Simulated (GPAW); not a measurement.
# CsPbCl3 (Pm-3m) in GPAW: a series of runs, part 2 of 2

GPAW 26.7.0. Earlier steps stand in the parts before.

## Step 3: Relaxation of cell and atoms, PBEsol+D3

File run.py:

```python
from ase import Atoms
from ase.calculators.mixing import SumCalculator
from ase.filters import FrechetCellFilter
from ase.io import write
from ase.optimize import BFGS
from dftd3.ase import DFTD3
from gpaw import GPAW, PW, setup_paths

setup_paths.insert(0, '.')

atoms = Atoms(['Pb', 'Cs', 'Cl', 'Cl', 'Cl'],
              cell=[[5.605, 0.0, 0.0],
                    [0.0, 5.605, 0.0],
                    [0.0, 0.0, 5.605]],
              scaled_positions=[[0.5, 0.5, 0.5],
                                [0.0, 0.0, 0.0],
                                [0.5, 0.0, 0.5],
                                [0.0, 0.5, 0.5],
                                [0.5, 0.5, 0.0]],
              pbc=True)

calc = GPAW(mode=PW(600),
            xc='PBEsol',
            kpts={'size': (5, 5, 5), 'gamma': True},
            occupations={'name': 'fermi-dirac', 'width': 0.05},
            nbands=37,
            convergence={'density': 1e-05, 'forces': 0.0001},
            maxiter=150,
            txt='gpaw.txt')
atoms.calc = SumCalculator([calc, DFTD3(method='pbesol', damping='d3zero')])
opt = BFGS(FrechetCellFilter(atoms), trajectory='relax.traj', logfile='-')
done = opt.run(fmax=0.02, steps=60)
calc.write('gs.gpw')
write('result.traj', atoms)
print('Converged:', done)
print('Cell:', atoms.cell.cellpar().round(4))
print('Volume:', round(atoms.get_volume(), 4))
print(atoms.get_scaled_positions().round(5))
```

Potentials or basis: PAW data sets generated in the run's folder for this functional, pw.

Launch:

```
$ gpaw-setup -f PBEsol Cl Cs Pb
$ OMP_NUM_THREADS=1 python run.py
```

Run time: 2.7 min. Hardware: 1 thread of Intel Xeon at 2.50GHz (Skylake/Cascade Lake), shared host; peak memory 0.31 GiB.

It converged, with:

- Free energy: -19.3900 eV
- Relaxed volume: 34.52 Å³/atom
- Relaxed cell: a = 5.568 Å, b = 5.568 Å, c = 5.568 Å, α = 90.00°, β = 90.00°, γ = 90.00°
- Space group after relaxing (to 0.05 Å): Pm-3m (No. 221)
- Energy gained by relaxing: 0.9 meV/atom
- Ionic steps: 3
- Pressure after relaxing: 0.0 GPa
- Band gap on the k mesh: 2.76 eV, direct
- Dispersion energy per atom: -0.174 eV

The path:
| step | energy change (eV) | largest force (eV/Å) | pressure (GPa) | volume (Å³) |
| --- | --- | --- | --- | --- |
| 1 | 0.0000 | 0.0000 | -0.54 | 176.09 |
| 2 | -0.0005 | 0.0000 | -0.51 | 175.91 |
| 3 | -0.0045 | 0.0000 | 0.01 | 172.60 |

Final structure:
```xyz
5
Lattice="5.5678 0.0000 0.0000 0.0000 5.5678 0.0000 0.0000 0.0000 5.5678" Properties=species:S:1:pos:R:3 pbc="T T T"
Pb    2.7839    2.7839    2.7839
Cs    0.0000    0.0000    0.0000
Cl    2.7839    0.0000    2.7839
Cl    0.0000    2.7839    2.7839
Cl    2.7839    2.7839    0.0000
```

Levels at points of the mesh, in eV from the valence-band top:
```tsv
k point	band 19	band 20	band 21	band 22	band 23	band 24	band 25	band 26
(0.00, 0.00, 0.00)	-2.18	-2.06	-2.06	-2.06	3.73	4.68	4.68	5.58
```

Caveat: later steps reuse the first step's grids; spin-orbit coupling is left out, which as a rule narrows the gap of such compounds by several tenths of an eV; an odd mesh through Γ misses points on the zone boundary, where band edges often lie.

## Step 4: Relaxation of cell and atoms, PBEsol+D3(BJ)

Edit run.py of step 3 so:

```diff
@@ -29,3 +29,3 @@
             txt='gpaw.txt')
-atoms.calc = SumCalculator([calc, DFTD3(method='pbesol', damping='d3zero')])
+atoms.calc = SumCalculator([calc, DFTD3(method='pbesol', damping='d3bj')])
 opt = BFGS(FrechetCellFilter(atoms), trajectory='relax.traj', logfile='-')
```

Potentials or basis: PAW data sets generated in the run's folder for this functional, pw.

Launch:

```
$ gpaw-setup -f PBEsol Cl Cs Pb
$ OMP_NUM_THREADS=1 python run.py
```

gpaw.txt:

```text
__  _  _
 | _ |_)|_||  |
 |__||  | ||/\| - 26.7.0

Input parameters:
  mode=PW(ecut=600.0),
  convergence={'density': 1e-05, 'forces': 0.0001},
  kpts=MonkhorstPack(size=(5, 5, 5), gamma=True),
  maxiter=150,
  nbands=37,
  occupations=Occupations(name='fermi-dirac', width=0.05),
  xc=XC(name='PBEsol')

Diagonalizing LCAO Hamiltonian
Converting LCAO to pw mode
    .-------------.
   /|             |
  / |             |
 *  |             |
 |  |             |
 | Cl    Pb       |
 |  |   Cl        |
 |  .-------------.
 | /     Cl      /
 |/             /
 Cs------------*

[... 608 lines left out ...]

Interpolating wave functions to new cell

         Cl     Pb
              Cl

                Cl
       Cs

Atoms  # Å, Bohr magnetons
|   | symbol |         x |        y |         z |    initial magnetic moments |
|---|--------|-----------|----------|-----------|-----------------------------|
| 0 |     Pb |  2.770448 | 2.770448 |  2.770448 | ( 0.0000,  0.0000,  0.0000) |
| 1 |     Cs | -0.000000 | 0.000000 | -0.000000 | ( 0.0000,  0.0000,  0.0000) |
| 2 |     Cl |  2.770448 | 0.000000 |  2.770448 | ( 0.0000,  0.0000,  0.0000) |
| 3 |     Cl | -0.000000 | 2.770448 |  2.770448 | ( 0.0000,  0.0000,  0.0000) |
| 4 |     Cl |  2.770448 | 2.770448 |  0.000000 | ( 0.0000,  0.0000,  0.0000) |

Unit cell  # Å
| periodic |         x |         y |        z |  lengths |    angles |
|----------|-----------|-----------|----------|----------|-----------|
|      yes |  5.540896 | -0.000000 | 0.000000 | 5.540896 | 90.000000 |
|      yes | -0.000000 |  5.540896 | 0.000000 | 5.540896 | 90.000000 |
|      yes |  0.000000 |  0.000000 | 5.540896 | 5.540896 | 90.000000 |

Number of symmetries: 48
Symmetry operations  # r_c * U_cc + t_c -> r_c
|    | kind |            matrix            |
|----|------|------------------------------|
|  0 |  E   |  1, 0, 0,  0, 1, 0,  0, 0, 1 |
|  1 |  σ   |  1, 0, 0,  0, 1, 0,  0, 0,-1 |
|  2 |  σ   |  1, 0, 0,  0, 0, 1,  0, 1, 0 |
|  3 |  C4  |  1, 0, 0,  0, 0, 1,  0,-1, 0 |
|  4 |  C4  |  1, 0, 0,  0, 0,-1,  0, 1, 0 |
|  5 |  σ   |  1, 0, 0,  0, 0,-1,  0,-1, 0 |
|  6 |  σ   |  1, 0, 0,  0,-1, 0,  0, 0, 1 |
|  7 |  C2  |  1, 0, 0,  0,-1, 0,  0, 0,-1 |
|  8 |  σ   |  0, 1, 0,  1, 0, 0,  0, 0, 1 |
[... 263 lines left out ...]
Forces  # eV/Ang
|        x |        y |        z |
|----------|----------|----------|
|  0.00000 |  0.00000 | -0.00000 |  # Pb   0
|  0.00000 |  0.00000 | -0.00000 |  # Cs   1
| -0.00000 |  0.00000 |  0.00000 |  # Cl   2
|  0.00000 |  0.00000 | -0.00000 |  # Cl   3
|  0.00000 | -0.00000 |  0.00000 |  # Cl   4

# Writing to gs.gpw (mode='')
```

stdout:

```text
Step          Energy          fmax
BFGS:    0      -19.469148        0.184716
BFGS:    1      -19.470497        0.176242
BFGS:    2      -19.482252        0.007949
Converged: True
Cell: [ 5.5409  5.5409  5.5409 90.     90.     90.    ]
Volume: 170.1139
[[0.5 0.5 0.5]
 [0.  0.  0. ]
 [0.5 0.  0.5]
 [0.  0.5 0.5]
 [0.5 0.5 0. ]]
```

Run time: 3.3 min. Hardware: 1 thread of Intel Xeon at 2.50GHz (Skylake/Cascade Lake), shared host; peak memory 0.31 GiB.

What came out:

| Quantity | Value |
| --- | --- |
| Free energy | -19.4823 eV |
| Relaxed volume | 34.02 Å³/atom |
| Relaxed cell | a = 5.541 Å, b = 5.541 Å, c = 5.541 Å, α = 90.00°, β = 90.00°, γ = 90.00° |
| Space group after relaxing (to 0.05 Å) | Pm-3m (No. 221) |
| Energy gained by relaxing | 2.6 meV/atom |
| Ionic steps | 3 |
| Pressure after relaxing | 0.0 GPa |
| Band gap on the k mesh | 2.72 eV, direct |
| Dispersion energy per atom | -0.195 eV |

The path:
| step | energy change (eV) | largest force (eV/Å) | pressure (GPa) | volume (Å³) |
| --- | --- | --- | --- | --- |
| 1 | 0.0000 | 0.0000 | -0.84 | 176.09 |
| 2 | -0.0013 | 0.0000 | -0.80 | 175.81 |
| 3 | -0.0131 | 0.0000 | 0.04 | 170.11 |

Final structure:
```
Pb Cs Cl
1.0
     5.54090    0.00000    0.00000
     0.00000    5.54090    0.00000
     0.00000    0.00000    5.54090
Pb Cs Cl
1 1 3
Direct
  0.50000 0.50000 0.50000
  0.00000 0.00000 0.00000
  0.50000 0.00000 0.50000
  0.00000 0.50000 0.50000
  0.50000 0.50000 0.00000
```

Levels at points of the mesh, in eV from the valence-band top:
```csv
k point,band 19,band 20,band 21,band 22,band 23,band 24,band 25,band 26
"(0.00, 0.00, 0.00)",-2.28,-2.15,-2.15,-2.15,3.67,4.58,4.58,5.50
```

Caveat: later steps reuse the first step's grids; spin-orbit coupling is left out, which as a rule narrows the gap of such compounds by several tenths of an eV; an odd mesh through Γ misses points on the zone boundary, where band edges often lie.

## Step 5: The runs side by side

```tsv
level	gap on the mesh (eV)	pressure (GPa)	relaxed volume (Å³/atom)
PBEsol	2.81	0.0	-
PBEsol+D3	2.76	0.0	34.52
PBEsol+D3(BJ)	2.72	0.0	34.02
```

Alike in all rows: task relaxation of cell and atoms; potentials or basis PAW data sets generated in the run's folder for this functional, pw; no spin polarisation; cell relaxed; k mesh 5 × 5 × 5; cutoff (eV) 600; smearing fermi-dirac 0.05 eV.

Caveats: later steps reuse the first step's grids; spin-orbit coupling is left out, which as a rule narrows the gap of such compounds by several tenths of an eV; an odd mesh through Γ misses points on the zone boundary, where band edges often lie; the relaxation stopped at its first step, so nothing moved (some runs).

Absolute energies hang on the potentials; compare differences alone.
